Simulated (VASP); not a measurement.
# HfB2 (P6/mmm) in VASP: a series of runs

One crystal, HfB2, is run at these levels: PBEsol; tasks: single point.

All numbers are computed with VASP 6.6.1; they aren't measurements. Logs are shortened: lines on timing, memory, paths and dates and some standing lists are left out, and cuts for length are marked.

**1. Starting point**

It takes space group P6/mmm (No. 191, hexagonal). The conventional cell has a = 3.140 Å, b = 3.140 Å, c = 3.480 Å, α = 90.00°, β = 90.00°, γ = 120.00°. Hf (site symmetry 6/mmm) has 12 B at 2.51 Å as nearest neighbours. B (site symmetry -6m2) is surrounded by 3 B at 1.81 Å.

**2. Single point, PBEsol**

INCAR reads:

```
SYSTEM = HfB2
  PREC = Accurate
  ENCUT = 460
  EDIFF = 0.01
  ISMEAR = 1
  SIGMA = 0.15
  LREAL = .FALSE.
  LASPH = .TRUE.
  NELM = 100
  ALGO = Normal
  ISIF = 2
  LWAVE = .FALSE.
  LCHARG = .FALSE.
  GGA = PS
  NBANDS = 12
  ADDGRID = .FALSE.
```

KPOINTS reads:

```
Automatic mesh
0
G
  11 11 8
  0 0 0
```

POSCAR reads:

```
HfB2
1.0
    3.1400000000      0.0000000000      0.0000000000
   -1.5700000000      2.7193197679      0.0000000000
    0.0000000000      0.0000000000      3.4800000000
Hf B
1 2
Direct
   -0.0142630000      0.0046330000     -0.0059370000
    0.6696320000      0.3380360000      0.4871880000
    0.3055440000      0.6904850000      0.5067950000
```

Potentials or basis: VASP PAW PBE potentials, release 64 (Hf, B).

On the command line:

```bash
$ cat potpaw_PBE.64/Hf/POTCAR potpaw_PBE.64/B/POTCAR > POTCAR
$ mpirun -np 1 vasp_std > vasp.out
```

OUTCAR:

```text
SYSTEM = HfB2
   PREC = Accurate
   ENCUT = 460
   EDIFF = 0.01
   ISMEAR = 1
   LREAL = .FALSE.
   LASPH = .TRUE.
   NELM = 100
   ISIF = 2
   GGA = PS

 Found    485 irreducible k-points:

 Following reciprocal coordinates:
            Coordinates               Weight
  0.000000  0.000000  0.000000      1.000000
  0.090909  0.000000  0.000000      2.000000
  0.000000  0.090909  0.000000      2.000000
 -0.090909  0.090909  0.000000      2.000000
  0.181818  0.000000  0.000000      2.000000
  0.000000  0.181818  0.000000      2.000000
   k-points           NKPTS =    485   k-points in BZ     NKDIM =    485   number of bands    NBANDS=     12
   number of dos      NEDOS =    301   number of ions     NIONS =      3
   total plane-waves  NPLWV =  13824
   dimension x,y,z NGX =    24 NGY =   24 NGZ =   24
   dimension x,y,z NGXF=    48 NGYF=   48 NGZF=   48
   ions per type =               1   2
   NGX,Y,Z   is equivalent  to a cutoff of  12.71, 12.71, 11.47 a.u.
   NGXF,Y,Z  is equivalent  to a cutoff of  25.41, 25.41, 22.93 a.u.
 SYSTEM =  HfB2
   PREC   = accura    normal or accurate (medium, high low for compatibility)
   ISTART =      0    job   : 0-new  1-cont  2-samecut
   ICHARG =      2    charge: 1-file 2-atom 10-const
   ISPIN  =      1    spin polarized calculation?
   LNONCOLLINEAR =      F non collinear calculations
   LSORBIT =      F    spin-orbit coupling
   LASPH  =      T    aspherical Exc in radial PAW
   ENCUT  =  460.0 eV  33.81 Ry    5.81 a.u.   5.49  5.49  6.09*2*pi/ulx,y,z
   NELM   =    100;   NELMIN=  2; NELMDL= -5     # of ELM steps
   EDIFF  = 0.1E-01   stopping-criterion for ELM
   LREAL  =      F    real-space projection
   EDIFFG = 0.1E+00   stopping-criterion for IOM
   NSW    =      0    number of steps for IOM
   IBRION =     -1    ionic relax: 0-MD 1-quasi-New 2-CG
   NFREE  =      0    steps in history (QN), initial steepest desc. (CG)
   ISIF   =      2    stress and relaxation
   ISYM   =      2    0-nonsym 1-usesym 2-fastsym
   POTIM  = 0.5000    time-step for ionic-motion
   TEBEG  =    0.0;   TEEND  =   0.0 temperature during run
   PSTRESS=    0.0 pullay stress
   NELECT =      10.0000    total number of electrons
   NUPDOWN=      -1.0000    fix difference up-down
   EMIN   =  10.00;   EMAX   =-10.00  energy-range for DOS
   EFERMI =   0.00;   METHOD = LEGACY
   ISMEAR =     1;   SIGMA  =   0.15  broadening in eV -4-tet -1-fermi 0-gaus
   EFERMI_NEDOS =   21; number of points for ismear=-14 and -15
   IALGO  =     38    algorithm
   IMIX   =      4    mixing-type and parameters
     AMIX     =   0.40;   BMIX     =  1.00
     AMIX_MAG =   1.60;   BMIX_MAG =  1.00
  volume/ion in A,a.u.               =       9.90        66.84
  Fermi-wavevector in a.u.,A,eV,Ry     =   1.138724  2.151876 17.642568  1.296692
  Thomas-Fermi vector in A             =   2.275428
   LORBIT       =      0    0 simple, 1 ext, 2 COOP (PROOUT), +10 PAW based schemes
   GGA     = PS    functional components
   LHFCALC =     F    Hartree Fock is set to
   AEXX    =    0.0000 exact exchange contribution
   IVDW    =     0    specifies the selected vdW correction
   LEPSILON=     F    determine dielectric tensor
   LRPA    =     F    only Hartree local field effects (RPA)
 non-spin polarized calculation
 Methfessel and Paxton  Order N= 1 SIGMA  =   0.15
  energy-cutoff  :      460.00
  volume of cell :       29.71
 maximum number of plane-waves:       690
 NGX is ok and might be reduce to    24
   NGX = 11   NGY = 11   NGZ = 13

 number of electron      10.0000000 magnetization

 Free energy of the ion-electron system (eV)
  ---------------------------------------------------
  ext. energy  EPLUGINS =         0.00000000
  ---------------------------------------------------
  free energy    TOTEN  =       -27.79862257 eV

  energy without entropy =      -27.79876840  energy(sigma->0) =      -27.79867118

 E-fermi :   7.7121     XC(G=0): -12.4520

 val. band max:        7.6700286325   @ k =  -0.1818  -0.1818   0.1250
 cond. band min:       7.7145277626   @ k =  -0.0909   0.0909   0.3750
 fundamental gap:      0.0444991301
 Fermi energy:         7.7120713327

 k-point     1 :       0.0000    0.0000    0.0000
  band No.  band energies     occupation
      1      -5.8949      2.00000
      2       4.3849      2.00000
      3       4.7190      2.00000
      4       5.0533      2.00000
      5       5.5508      2.00000
      6      11.5606      0.00000
      7      11.7135      0.00000
      8      11.9261      0.00000
      9      12.1276      0.00000
     10      12.8369      0.00000
     11      13.1163      0.00000
     12      13.9799      0.00000

 k-point     2 :       0.0909    0.0000    0.0000
  band No.  band energies     occupation
      1      -5.7271      2.00000
      2       4.0019      2.00000
      3       4.8497      2.00000
      4       4.9586      2.00000
      5       5.4690      2.00000
      6      10.8997      0.00000
      7      11.5638      0.00000
      8      11.8432      0.00000
      9      12.0422      0.00000
     10      13.1558      0.00000
     11      13.7524      0.00000
     12      14.5525      0.00000

 k-point     3 :       0.0000    0.0909    0.0000
  band No.  band energies     occupation
      1      -5.7261      2.00000
      2       4.0370      2.00000
      3       4.8377      2.00000
      4       4.9466      2.00000
      5       5.4359      2.00000
      6      10.8603      0.00000
      7      11.5795      0.00000
      8      11.9596      0.00000
      9      12.0651      0.00000
     10      13.0466      0.00000
     11      13.6889      0.00000
     12      14.6849      0.00000

 k-point     4 :      -0.0909    0.0909    0.0000
  band No.  band energies     occupation
      1      -5.7208      2.00000
      2       4.3819      2.00000
      3       4.7982      2.00000
      4       4.8990      2.00000
      5       5.0253      2.00000
      6      10.9186      0.00000
      7      11.7891      0.00000
      8      11.8538      0.00000
      9      12.0062      0.00000
     10      13.0829      0.00000
     11      13.9138      0.00000
     12      14.7910      0.00000

 k-point     5 :       0.1818    0.0000    0.0000
  band No.  band energies     occupation
      1      -5.2411      2.00000
      2       2.9988      2.00000
      3       4.5984      2.00000
      4       5.1785      2.00000
      5       5.4249      2.00000
      6      10.1178     -0.00000
      7      11.2301      0.00000
      8      11.4139      0.00000
      9      11.8974      0.00000
     10      13.6086      0.00000
     11      15.0667      0.00000
     12      15.3593      0.00000

 k-point     6 :       0.0000    0.1818    0.0000
  band No.  band energies     occupation
      1      -5.2367      2.00000
      2       3.0468      2.00000
      3       4.5669      2.00000
      4       5.1272      2.00000
      5       5.3963      2.00000
      6      10.0623     -0.00000
      7      11.2680      0.00000
      8      11.5057      0.00000
      9      11.9873      0.00000
     10      13.5421      0.00000
     11      15.0111      0.00000
     12      15.3523      0.00000

 [... further k-points ...]

------------------------ aborting loop because EDIFF is reached ----------------------------------------

  FORCE on cell =-STRESS in cart. coord.  units (eV):
  Direction    XX          YY          ZZ          XY          YZ          ZX
  --------------------------------------------------------------------------------------
  -------------------------------------------------------------------------------------
  Total       -0.1157398     -0.4646518     -0.8494660     -0.2331329      0.0410000     -0.0632792
  in kB       -6.2405683    -25.0535372    -45.8023115    -12.5702814      2.2106759     -3.4119469
  external PRESSURE =     -25.6988057 kB  Pullay stress =       0.0000000 kB

 VOLUME and BASIS-vectors are now :
 -----------------------------------------------------------------------------
  energy-cutoff  :      460.00
  volume of cell :       29.71
      direct lattice vectors                 reciprocal lattice vectors
     3.140000000  0.000000000  0.000000000     0.318471338  0.183869512  0.000000000
    -1.570000000  2.719319768  0.000000000     0.000000000  0.367739025  0.000000000
     0.000000000  0.000000000  3.480000000     0.000000000  0.000000000  0.287356322

 POSITION                                       TOTAL-FORCE (eV/Angst)
 -----------------------------------------------------------------------------------
      3.08794      0.01260      3.45934        -0.166688      0.368293      0.164786
      1.57193      0.91923      1.69541        -1.409748      0.298720      0.311444
     -0.12465      1.87765      1.76365         1.576436     -0.667013     -0.476230
 -----------------------------------------------------------------------------------
    total drift:                                0.000470     -0.000998      0.000257

  FREE ENERGIE OF THE ION-ELECTRON SYSTEM (eV)
  ---------------------------------------------------
  free  energy   TOTEN  =       -27.7986225733 eV

  energy  without entropy=      -27.7987683972  energy(sigma->0) =      -27.79867118
```

Wall time 28 s (1 thread of Intel Xeon Platinum 8559C (Emerald Rapids), shared host); peak memory 0.27 GiB.

These settings aren't checked as converged: the numbers below hold their error.

Results:

```
Free energy            : -27.7986 eV
Pressure               : -2.6 GPa
Largest force          : 1.777 eV/Å
Band gap on the k mesh : none (metal or under the smearing width)
```

Caveat: the PAW data sets were made with another functional, which shifts forces and pressure a little.

**3. Single point, PBEsol**

INCAR, as its differences from that of step 2:

```diff
@@ -3,3 +3,3 @@
   ENCUT = 460
-  EDIFF = 0.01
+  EDIFF = 0.001
   ISMEAR = 1
```

KPOINTS is that of step 2.

POSCAR reads:

```
HfB2
1.0
    3.1400000000      0.0000000000      0.0000000000
   -1.5700000000      2.7193197679      0.0000000000
    0.0000000000      0.0000000000      3.4800000000
Hf B
1 2
Direct
    0.0000000000      0.0000000000      0.0000000000
    0.6666666667      0.3333333333      0.5000000000
    0.3333333333      0.6666666667      0.5000000000
```

Potentials or basis: VASP PAW PBE potentials, release 64 (Hf, B).

On the command line:

```bash
$ cat potpaw_PBE.64/Hf/POTCAR potpaw_PBE.64/B/POTCAR > POTCAR
$ mpirun -np 1 vasp_std > vasp.out
```

OUTCAR:

```text
SYSTEM = HfB2
   PREC = Accurate
   ENCUT = 460
   EDIFF = 0.001
   ISMEAR = 1
   LREAL = .FALSE.
   LASPH = .TRUE.
   NELM = 100
   ISIF = 2
   GGA = PS

 Found     80 irreducible k-points:

 Following reciprocal coordinates:
            Coordinates               Weight
  0.000000  0.000000  0.000000      1.000000
  0.090909  0.000000  0.000000      6.000000
  0.181818  0.000000  0.000000      6.000000
  0.272727  0.000000  0.000000      6.000000
  0.363636  0.000000  0.000000      6.000000
  0.454545  0.000000  0.000000      6.000000
[... 171 lines left out ...]
  --------------------------------------------------------------------------------------
  -------------------------------------------------------------------------------------
  Total       -0.7247993     -0.7247993     -0.8343986      0.0000000     -0.0000000      0.0000000
  in kB      -39.0804172    -39.0804172    -44.9898965      0.0000000     -0.0000000      0.0000000
  external PRESSURE =     -41.0502436 kB  Pullay stress =       0.0000000 kB

 VOLUME and BASIS-vectors are now :
 -----------------------------------------------------------------------------
  energy-cutoff  :      460.00
  volume of cell :       29.71
      direct lattice vectors                 reciprocal lattice vectors
     3.140000000  0.000000000  0.000000000     0.318471338  0.183869512  0.000000000
    -1.570000000  2.719319768  0.000000000     0.000000000  0.367739025  0.000000000
     0.000000000  0.000000000  3.480000000     0.000000000  0.000000000  0.287356322

 POSITION                                       TOTAL-FORCE (eV/Angst)
 -----------------------------------------------------------------------------------
      0.00000      0.00000      0.00000         0.000000      0.000000      0.000000
      1.57000      0.90644      1.74000        -0.000000      0.000000      0.000000
     -0.00000      1.81288      1.74000         0.000000      0.000000     -0.000000
 -----------------------------------------------------------------------------------
    total drift:                                0.000000     -0.000000      0.000000

  FREE ENERGIE OF THE ION-ELECTRON SYSTEM (eV)
  ---------------------------------------------------
  free  energy   TOTEN  =       -27.9311073876 eV

  energy  without entropy=      -27.9316356578  energy(sigma->0) =      -27.93128348
```

stdout:

```text
POSCAR found type information on POSCAR HfB
 POSCAR found :  2 types and       3 ions
 scaLAPACK will be used
 -----------------------------------------------------------------------------
|                                                                             |
|                                                                             |
|     You enforced a specific xc type in the INCAR file but a different       |
|     I HOPE YOU KNOW WHAT YOU ARE DOING!                                     |
|                                                                             |
 -----------------------------------------------------------------------------

 LDA part: xc-table for (Slater+PW92), standard interpolation
 POSCAR, INCAR and KPOINTS ok, starting setup
 FFT: planning ... GRIDC
 FFT: planning ... GRID_SOFT
 FFT: planning ... GRID
 WAVECAR not read
 entering main loop
```

It took 6.6 s on 1 thread of Intel Xeon Platinum 8559C (Emerald Rapids), shared host; peak memory 0.15 GiB.

These settings aren't checked as converged: the numbers below hold their error.

Results:

| Quantity | Value |
| --- | --- |
| Free energy | -27.9311 eV |
| Pressure | -4.1 GPa |
| Band gap on the k mesh | none (metal or under the smearing width) |

Caveat: the PAW data sets were made with another functional, which shifts forces and pressure a little.

**4. For comparison**

An earlier run on the cell as given: functional PBEsol; potentials or basis VASP PAW PBE potentials, release 64 (Hf_pv, B); cutoff 520 eV; k mesh 10 × 10 × 8; occupations fermi-dirac, width 0.05 eV; no spin polarisation.

* Pressure: -4.4 GPa
* Band gap on the k mesh: none (metal or under the smearing width)
